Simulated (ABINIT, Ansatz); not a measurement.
**BN (P6_3/mmc): modes at Γ and the response to a field**

Wanted: the vibrations of BN (P6_3/mmc) at Γ, by two programs.

Main program and level: ABINIT 10.8.3; DFT LDA, scalar-relativistic, plane waves, PseudoDojo norm-conserving pseudopotentials.

Most raw output is cut from this account.

The database entry behind the starting cell differs from later determinations by our own check (about 0.3 % short, minor phase), so it need not match the best structure at ambient conditions.

**1. Set-up**

It takes space group P6_3/mmc (No. 194, hexagonal). The conventional cell has a = 2.489 Å, b = 2.489 Å, c = 6.493 Å, α = 90.00°, β = 90.00°, γ = 120.00°. Nearest to B lie 3 N at 1.44 Å. Nearest to N lie 3 B at 1.44 Å. Farther neighbours and most contacts between anions are not listed.

Structure file:

```xyz
4
Lattice="2.4892 0.0000 0.0000 -1.2446 2.1557 0.0000 0.0000 0.0000 6.4930" Properties=species:S:1:pos:R:3 pbc="T T T"
B     0.0000    1.4371    1.6232
B     1.2446    0.7186    4.8697
N     0.0000    1.4371    4.8697
N     1.2446    0.7186    1.6232
```

**2. Relaxing the cell and atoms**

The harmonic expansion starts where the forces on the atoms vanish, and stress shifts the frequencies, so cell and atoms are relaxed with tight thresholds.

The starting cell comes from a relaxation made beforehand in Ansatz (LDA, PseudoDojo NC).

Contents of relax.abi:

```
# relaxation
ionmov 2
optcell 2
ecutsm 0.5
dilatmx 1.08
ntime 40
tolmxf 1.0d-05
tolvrs 1.0d-14
prtwf 0
prtden 0
chksymtnons 0

# basis, mesh and filling
ecut 36.0
ngkpt 9 9 4
nshiftk 1
shiftk 0.0 0.0 0.0
istwfk *1
occopt 1
nband 8
nstep 100
diemac 9.0
prtebands 0
prtgsr 0

# cell and atoms
acell 4.703907367 4.703907367 12.26995836
rprim 
    1.0 0.0 0.0
    -0.5 0.8660254038 0.0
    0.0 0.0 1.0
ntypat 2
znucl 5 7
natom 4
typat 1 1 2 2
xred 
    1/3 2/3 0.25
    2/3 1/3 0.75
    1/3 2/3 0.75
    2/3 1/3 0.25
pp_dirpath "./pseudo"
pseudos "B.upf, N.upf"
```

Run with:

```sh
$ OMP_NUM_THREADS=1 mpirun -n 8 abinit relax.abi > relax.log
```

The job ended after 8.9 s (8 MPI ranks of Arm Neoverse V2, shared host; 70 s of CPU time).

Little changed from the start: no atom moved by 0.005 Å and no cell edge by 0.1 %.

Read from the output:

| Item | Value |
| --- | --- |
| volume per atom | 8.710 Å³ |
| pressure | 0.002358 GPa |

**3. Ground state**

First-order wavefunctions inherit every error of the ground state, hence the very tight tolvrs.

Contents of gs.abi:

```
# ground state
tolvrs 1.0d-16
prtden 1
prtwf 1

# basis, mesh and filling
ecut 36.0
ngkpt 9 9 4
nshiftk 1
shiftk 0.0 0.0 0.0
istwfk *1
occopt 1
nband 8
nstep 100
diemac 9.0
prtebands 0
prtgsr 0

# cell and atoms
acell 4.703831627 4.703831627 12.26998944
rprim 
    1.0 0.0 0.0
    -0.5 0.8660254038 0.0
    0.0 0.0 1.0
ntypat 2
znucl 5 7
natom 4
typat 1 1 2 2
xred 
    1/3 2/3 0.25
    2/3 1/3 0.75
    1/3 2/3 0.75
    2/3 1/3 0.25
pp_dirpath "./pseudo"
pseudos "B.upf, N.upf"
```

Run with:

```sh
$ OMP_NUM_THREADS=1 mpirun -n 8 abinit gs.abi > gs.log
```

Wall time 5.9 s (8 MPI ranks); 46 s of CPU time.

This step gave:

```yaml
pressure: -0.7260 GPa
```

The cell stands at -0.73 GPa: the relaxation ran with a smoothed cutoff, and the difference is a stress of the finite basis.

**4. The gap at rest**

Empty bands on the ground state's density check that the gap assumed so far is there in this cell.

Contents of gap.abi:

```
# empty bands on the ground state's density
iscf -2
getden_filepath "gso_DEN"
tolwfr 1.0d-12
nbdbuf 2
prtwf 0

# basis, mesh and filling
ecut 36.0
ngkpt 9 9 4
nshiftk 1
shiftk 0.0 0.0 0.0
istwfk *1
occopt 1
nband 12
nstep 100
diemac 9.0
prtebands 0
prtgsr 0

# cell and atoms
acell 4.703831627 4.703831627 12.26998944
rprim 
    1.0 0.0 0.0
    -0.5 0.8660254038 0.0
    0.0 0.0 1.0
ntypat 2
znucl 5 7
natom 4
typat 1 1 2 2
xred 
    1/3 2/3 0.25
    2/3 1/3 0.75
    1/3 2/3 0.75
    2/3 1/3 0.25
pp_dirpath "./pseudo"
pseudos "B.upf, N.upf"
```

Run with:

```sh
$ OMP_NUM_THREADS=1 mpirun -n 8 abinit gap.abi > gap.log
```

Elapsed: 5.4 s, on 8 MPI ranks; 42 s of CPU time.

Read from the output:

| Quantity | Value |
| --- | --- |
| gap on the k-mesh | 4.253 eV |

In this cell the gap on the mesh is 4.3 eV, indirect (smallest direct 4.5 eV), so fixed occupations hold.

**5. Linear response at Γ**

The derivative of the wavefunctions by k comes first, since the response to a field is built on it; then the field and the displacements that symmetry doesn't supply are solved at q = 0.

It reads the wavefunctions written in step 3.

Contents of dfpt_gamma.abi:

```
ndtset 2

# common to the responses
getwfk_filepath "gso_WFK"
kptopt 2
nqpt 1
qpt 0.0 0.0 0.0
asr 0
chneut 0

# d/dk
rfelfd1 2
rfdir1 1 1 1
iscf1 -3
tolwfr1 1.0d-20

# displacements, field
rfphon2 1
rfatpol2 1 4
rfdir2 1 1 1
rfelfd2 3
getddk2 1
tolvrs2 1.0d-10
prtwf2 0

# basis, mesh and filling
ecut 36.0
ngkpt 9 9 4
nshiftk 1
shiftk 0.0 0.0 0.0
istwfk *1
occopt 1
nband 8
nstep 100
diemac 9.0
prtebands 0
prtgsr 0

# cell and atoms
acell 4.703831627 4.703831627 12.26998944
rprim 
    1.0 0.0 0.0
    -0.5 0.8660254038 0.0
    0.0 0.0 1.0
ntypat 2
znucl 5 7
natom 4
typat 1 1 2 2
xred 
    1/3 2/3 0.25
    2/3 1/3 0.75
    1/3 2/3 0.75
    2/3 1/3 0.25
pp_dirpath "./pseudo"
pseudos "B.upf, N.upf"
```

Run with:

```sh
$ OMP_NUM_THREADS=1 mpirun -n 8 abinit dfpt_gamma.abi > dfpt_gamma.log
```

It took 93 s on 8 MPI ranks.

This step gave:

```
miss of the charge sum rule                                       : 5.28e-4 e
largest acoustic frequency at the zone centre before the sum rule : 2.16 cm⁻¹
highest optical zone-centre mode (no LO-TO term)                  : 1385 cm⁻¹
lowest optical zone-centre mode                                   : 50.11 cm⁻¹
mean high-frequency dielectric constant                           : 4.173
largest Born charge in size (third of the trace)                  : 2.070 e
```

Born charge (rows field, columns displacement), before the sum rule (e), principal values of the symmetric part by kind of site:

```tsv
atom	atoms with these values	low	middle	high	mean
B1	2	0.81	2.70	2.70	2.07
N3	2	-2.70	-2.70	-0.81	-2.07
```

In full for N3:

```
-2.70  0.00  0.00
 0.00 -2.70  0.00
 0.00  0.00 -0.81
```

High-frequency dielectric tensor:

```
4.84 0.00 0.00
0.00 4.84 0.00
0.00 0.00 2.84
```

The acoustic modes at Γ come out as far as 2.2 cm⁻¹ from zero, where they should vanish, a small numerical error; the Born charges miss their sum rule by 5.3e-4 e, which is good.

**6. Modes with the sum rule**

anaddb reads the merged derivatives, imposes the acoustic sum rule and charge neutrality, and adds the LO-TO term along chosen directions.

Contents of anaddb.abi:

```
ddb_filepath "gamma_DDB"
output_file "anaddb.abo"
outdata_prefix "anaddb"
asr 1
chneut 1
enunit 2
eivec 1
nph1l 1
qph1l 0.0 0.0 0.0 1.0
dieflag 1
nph2l 3
qph2l 
    1.0 0.0 0.0 0.0
    0.0 0.0 1.0 0.0
    1.0 1.0 1.0 0.0
```

Contents of mrgddb.in:

```
gamma_DDB
merged
2
dfpt_gammao_DS2_DDB
gso_DDB
```

Run with:

```sh
$ mrgddb < mrgddb.in > mrgddb.log
$ OMP_NUM_THREADS=1 anaddb anaddb.abi > anaddb.log
```

It took 0.51 s on 1 thread.

Read from the output:

```yaml
lowest_optical_zone_centre_mode: 50.07 cm⁻¹
mean_static_dielectric_constant: 5.522
highest_mode_moved_by_the_lo_to_term: 1617 cm⁻¹
```

No LO-TO term; unit eigenvectors of the mass-weighted matrix, from anaddb's displacements. The modes at Γ (shares of kinetic energy by element, %):

```tsv
mode	frequency (cm⁻¹)	B %	N %
1	0.0	44	56
2	0.0	44	56
3	0.0	44	56
4	50.1	44	56
5	50.1	44	56
6	111.9	44	56
7	756.8	56	44
8	817.3	56	44
9	1384.8	56	44
10	1384.8	56	44
11	1384.9	56	44
12	1384.9	56	44
```

Displacements in mode 4 (50.1 cm⁻¹), the largest set to 1:
```
B1   0.00  1.00  0.00
B2   0.00 -1.00  0.00
N3   0.00 -1.00  0.00
N4   0.00  1.00  0.00
```

Displacements in mode 11 (1384.9 cm⁻¹), the largest set to 1:
```
B1   0.00  1.00  0.00
B2   0.00  1.00  0.00
N3   0.00 -0.77  0.00
N4   0.00 -0.77  0.00
```

Static dielectric tensor (ions relaxed, fixed cell):

```
6.60 0.00 0.00
0.00 6.60 0.00
0.00 0.00 3.38
```

The rule moves no optical mode by more than 0.1 cm⁻¹.

**7. Sum rules set otherwise (asr 0)**

Without the rule the raw error of the acoustic modes shows.

Edit anaddb.abi of step 6 so:

```diff
@@ -3,4 +3,4 @@
 outdata_prefix "anaddb"
-asr 1
-chneut 1
+asr 0
+chneut 0
 enunit 2
```

mrgddb.in is that of step 6.

It took 0.51 s on 1 thread.

Read from the output:

* lowest optical zone-centre mode: 50.11 cm⁻¹

Zone-centre frequencies as printed; negative means imaginary. Modes:

```tsv
mode	frequency (cm⁻¹)
1	1.96
2	1.96
3	2.16
4	50.11
5	50.11
6	112
7	756.8
8	817.3
9	1385
10	1385
11	1385
12	1385
```

**8. The same in Ansatz**

A second program on the same cell, potentials, cutoff and meshes tests the implementation of the phonon response, not its convergence. Its field response is summed in its own way.

This step: DFT LDA, scalar-relativistic, plane waves, PseudoDojo norm-conserving pseudopotentials (Ansatz 0.2.0).

Contents of input.yaml:

```yaml
crystal:
  lattice:
    - [2.4891605007, 0.0, 0.0]
    - [-1.2445802503, 2.1556762277, 0.0]
    - [0.0, 0.0, 6.4929987907]
  atoms:
    - { symbol: B, position: [0.3333333333, 0.6666666667, 0.25] }
    - { symbol: B, position: [0.6666666667, 0.3333333333, 0.75] }
    - { symbol: "N", position: [0.3333333333, 0.6666666667, 0.75] }
    - { symbol: "N", position: [0.6666666667, 0.3333333333, 0.25] }
kpoints:
  mp_grid: { grid: [9, 9, 4] }
hamiltonian:
  xc: lda
  pseudopotentials: { kind: nc, accuracy: standard }
scf:
  occupations: { method: fixed }
output:
  eigenvalues: true
basis:
  ecutwfc: 979.61
phonons:
  method: dfpt
  dielectric: true
  rigid_motions: translations
```

Run with:

```sh
$ ansatz run input.yaml --threads 8 --pin off --max-ram 16384MiB --backend cpu --events-out ev --progress --plain --runs-dir out
```

Run time: 15 s. Hardware: 8 threads; peak memory 0.72 GiB.

Numbers from this step:

```yaml
sum_rule_residual_before_enforcement: 3.75e-5 eV/Å²
miss_of_the_charge_sum_rule: 0.001064 e
estimated_error_of_the_dielectric_tensor: 0.01414
estimated_error_of_the_born_charges: 0.009376 e
lowest_optical_zone_centre_mode: 50.07 cm⁻¹
mean_high_frequency_dielectric_constant: 4.174
mean_static_dielectric_constant: 5.524
```

Transverse modes. Infrared lines, with heights relative to the strongest:

```tsv
position (cm⁻¹)	lines merged	IR intensity ((D/Å)²/amu), degenerate modes summed, relative
50	1	0.0
112	1	0.0
757	1	4.6
817	1	0.0
1385	2	100
```

**9. Side by side: ABINIT PseudoDojo and Ansatz, PseudoDojo**

Numbers from this step:

| Quantity | Value |
| --- | --- |
| root-mean-square difference | 0.02 cm⁻¹ |
| largest difference | 0.03 cm⁻¹ |

Frequencies side by side, by row:

```tsv
q (reciprocal lattice)	mode	ABINIT PseudoDojo (cm⁻¹)	Ansatz, PseudoDojo (cm⁻¹)
0 0 0	1	0	0
0 0 0	2	0	0
0 0 0	3	0	0
0 0 0	4	50.07	50.07
0 0 0	5	50.07	50.07
0 0 0	6	112	112
0 0 0	7	756.8	756.8
0 0 0	8	817.3	817.3
0 0 0	9	1385	1385
0 0 0	10	1385	1385
0 0 0	11	1385	1385
0 0 0	12	1385	1385
```

The two runs side by side. Further quantities:

```tsv
quantity	ABINIT PseudoDojo	Ansatz, PseudoDojo
mean ε∞	4.173	4.174
largest Born charge in size (e; the first before, the second after the charge sum rule)	2.07	2.07
```

At the zone centre the largest difference (acoustic modes at Γ apart) is 0.002 % of the highest mode.

**10. Outcome**

* space group after relaxation: P6_3/mmc
* volume per atom: 8.71 Å³
* highest optical zone-centre mode (no LO-TO term): 1385 cm⁻¹
* lowest optical zone-centre mode: 50.1 cm⁻¹
* highest mode moved by the LO-TO term: 1617 cm⁻¹
* mean high-frequency dielectric constant: 4.17
* largest Born charge in size (third of the trace): 2.07 e
* mean static dielectric constant: 5.52
* imaginary optical modes at the zone centre (no q mesh in this session): none
* largest difference from Ansatz, PseudoDojo: 0.03 cm⁻¹

**Reading.** At the LDA level the optical modes of BN (P6_3/mmc) at the zone centre (no LO-TO term) run from 50 to 1385 cm⁻¹. The base run prints -0.73 GPa, mostly the error of a finite basis; the relaxation, with a smoothed cutoff, had brought the cell to rest. Along the directions run, the highest mode that the macroscopic field moves lies at 1617 cm⁻¹. Lattice motion raises the mean dielectric constant from 4.173 to 5.522. ABINIT PseudoDojo and Ansatz, PseudoDojo agree to 0.03 cm⁻¹ (0.002 % of the highest mode compared) on all solved modes but the acoustic ones at Γ, without the LO-TO term. These are harmonic frequencies at zero temperature: anharmonic shifts and linewidths and thermal expansion are left out. Ansatz warns that the cutoff lies 14 % under the one recommended for these files; agreement at one cutoff is not convergence.

[Host names and launcher messages were left out of these logs when they were recorded.]

[Logs are printed without paths, hosts, clocks, repeated set-up lines and the standing remarks that a program may print on its own settings, such as how far it seeks lower states.]

[Hosts, paths, dates, database ids (printed as entryN), source tags and the programs' standing remarks are cut or masked in the printed files.]
